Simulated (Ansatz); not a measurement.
BeS, space group F-43m, a relaxation of the ions

Computed with Ansatz 0.2.0, Python API.

Interactive session:
```pycon
>>> import warnings
>>> import ansatz as az
>>> from ase import Atoms
>>> from ase.data import atomic_numbers
>>> from ase.neighborlist import neighbor_list
>>> import matplotlib.pyplot as plt
>>> import numpy as np
>>> from pymatgen.core import Lattice, Structure
>>> from pymatgen.io.ase import AseAtomsAdaptor
>>> import spglib
>>> KMESH = (5, 5, 5)
>>> OCCUPATIONS = "fixed"
>>> FMAX = 0.05
>>> warnings.simplefilter("ignore", az.DeckWarning)
>>> pmg_structure = Structure(
...     Lattice([[0.0, 2.425, 2.425], [2.425, 0.0, 2.425], [2.425, 2.425, 0.0]]),
...     ["Be", "S"],
...     [
...         [0.0, 0.0, 0.0],
...         [0.25, 0.25, 0.25],
...     ],
... )
>>> system = az.Crystal.from_ase(AseAtomsAdaptor.get_atoms(pmg_structure))
>>> job = (
...     system.calculation()
...     .functional(az.Functional.PBE)
...     .pseudopotentials("nc")
...     .eigensolver("davidson", full_accuracy=True)
...     .scf(lower_state_search="off")
...     .kpoints(*KMESH)  # the mesh must be finer for metals
...     .occupations(OCCUPATIONS)
...     .relax(force_tolerance=FMAX, max_displacement=0.3, random_displacement=True, displacement_amplitude=0.03, displacement_seed=668)  # relax until the tolerances are met
... )
>>> steps = []
>>> def collect(event):
...     if event["event"] == "relax_step":
...         steps.append(event["data"])
...
>>> res = job.session().plan().execute(on_event=collect)
>>> report = res.report
>>> report["published_state_doubts"]
[]
>>> [(site.symbol, site.position_frac.round(4).tolist()) for site in res.lattice.sites]
[(<Element.BE: 'Be'>, [0.0092, -0.0035, -0.0042]), (<Element.S: 'S'>, [0.2592, 0.2465, 0.2458])]
>>> report["n_iterations"], report["closed_by"]
(4, 'deck_thresholds')
>>> for s in steps:
...     flag = "" if s["accepted"] else "  (rejected)"
...     print("step %2d  E = %.5f eV  largest force component = %.4f eV/A%s" % (s["step"], s["lagrangian_ev"], s["allowed_force_max_ev_ang"], flag))
...
step  1  E = -692.94311 eV  largest force component = 0.2032 eV/A
step  2  E = -692.94544 eV  largest force component = 0.1234 eV/A
step  3  E = -692.94680 eV  largest force component = 0.0007 eV/A
>>> first, last = steps[0], steps[-1]
>>> symbols = [site.symbol for site in res.lattice.sites]
>>> print(f"energy gained {first['lagrangian_ev'] - last['lagrangian_ev']:.4f} eV in {len(steps) - 1} steps")
energy gained 0.0037 eV in 2 steps
>>> fractions = [site.position_frac for site in res.lattice.sites]
>>> numbers = [atomic_numbers[s] for s in symbols]
>>> for tolerance in (1e-3, 1e-2, 1e-1):
...     print(f"space group at {tolerance} A:", spglib.get_spacegroup((res.lattice.cell_ang, fractions, numbers), symprec=tolerance))
...
space group at 0.001 A: F-43m (216)
space group at 0.01 A: F-43m (216)
space group at 0.1 A: F-43m (216)
>>> final = Atoms(symbols, positions=last["positions_ang"], cell=res.lattice.cell_ang, pbc=True)
>>> i, j, d = neighbor_list("ijd", final, 4.5)
>>> print("neighbours within 1.2 times the shortest distance of each atom (A)")
neighbours within 1.2 times the shortest distance of each atom (A)
>>> for atom in range(len(final)):
...     near = [m for m in np.argsort(d) if i[m] == atom]
...     shell = [m for m in near if d[m] < 1.2 * d[near[0]]]
...     print(f"{symbols[atom]}{atom} ({len(shell)}):", ", ".join(f"{symbols[j[m]]} {d[m]:.3f}" for m in shell))
...
Be0 (4): S 2.100, S 2.100, S 2.100, S 2.100
S1 (4): Be 2.100, Be 2.100, Be 2.100, Be 2.100
>>> fig, (top, bottom) = plt.subplots(2, 1, sharex=True, figsize=(4.5, 4))
>>> top.plot([s["lagrangian_ev"] - last["lagrangian_ev"] for s in steps], "o-")
[<matplotlib.lines.Line2D object at 0x...>]
>>> top.set_ylabel("E - E(final) (eV)")
Text(0, 0.5, 'E - E(final) (eV)')
>>> bottom.semilogy([max(s["allowed_force_max_ev_ang"], 1e-6) for s in steps], "s-")
[<matplotlib.lines.Line2D object at 0x...>]
>>> bottom.set(xlabel="step", ylabel="largest force (eV/A)")
[Text(0.5, 0, 'step'), Text(0, 0.5, 'largest force (eV/A)')]
>>> fig.tight_layout()
>>> fig.savefig("relax.png", dpi=100)
>>> print("%-22s %14.5f eV" % ("F = E - TS", report["free_energy_ev"]))
F = E - TS                 -692.94680 eV
>>> print("%-22s %14.5f eV" % ("E", report["internal_energy_ev"]))
E                          -692.94680 eV
>>> print("%-22s %14.5f eV" % ("Harris-Foulkes", report["harris_foulkes_ev"]))
Harris-Foulkes             -692.94680 eV
>>> print("%-22s %14.5f eV" % ("Fermi level", report["fermi_energy_ev"]))
Fermi level                   5.50598 eV
```

What to keep in mind:
- These settings explore the input space; cutoff and mesh may be short of convergence.
- With fixed filling the reported Fermi level is the top filled level among the k-points of the SCF.
- The k-point mesh is coarse, and energy and stress weren't tested for convergence.
- Only differences from the Fermi energy are physical; the zero of the scale is a convention.
- Energies along a relaxation are free energies. A last row that repeats the one before re-solves the same geometry more tightly.
- The first row is the displaced cell, and groups found at tight tolerances show what the force threshold leaves of the kick.
- Of the deposited cell: the entry's cell lengths or inner coordinates differ somewhat from later room-temperature determinations.
- The structure is a deposited one; some such entries were measured under pressure or heat, so a shift against it needn't be the functional's error alone.
- Timing: 43 s on 1 thread of Arm Neoverse V2 (shared host), peak memory 0.59 GiB.

(A comment or docstring line of the script was reworded after the run, the code is as it ran.)
